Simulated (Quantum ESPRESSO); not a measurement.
# Rh in Quantum ESPRESSO: the effect of functional

The system is Rh.

```xyz
1
Lattice="0.0000 1.8979 1.8979 1.8979 0.0000 1.8979 1.8979 1.8979 0.0000" Properties=species:S:1:pos:R:3 pbc="T T T"
Rh    0.0000    0.0000    0.0000
```

Alike in all runs:

| Property | Result |
| --- | --- |
| Program | Quantum ESPRESSO 7.5 |
| Task | band structure |
| Potentials or basis | SG15 PBE 1.2 |
| Cutoff | 952 eV |
| Density cutoff | 3810 eV |
| k mesh | 12 × 12 × 12 |
| Occupations | fermi-dirac, width 0.05 eV |
| Spin | no spin polarisation |

Question: One run gave: pressure -11.3 GPa. Which functional did it use?
A. PBEsol
B. RPBE
C. PBE
D. EV93PW91
E. LDA

Answer: E.

| functional | pressure (GPa) |
| --- | --- |
| LDA | -11.3 |
| PBEsol | -4.2 |
| PBE | 7.3 |
| RPBE | 12.8 |
| AM05 | -5.7 |
| EV93PW91 | 36.2 |

Caveats: the potentials were made for another functional, which shifts forces and pressure (some runs); the potentials were made for a functional far from this one (some runs); a pressure of tens of GPa on the cell as given is suspect, and the run, the potentials or the cell itself is likely at fault (some runs).
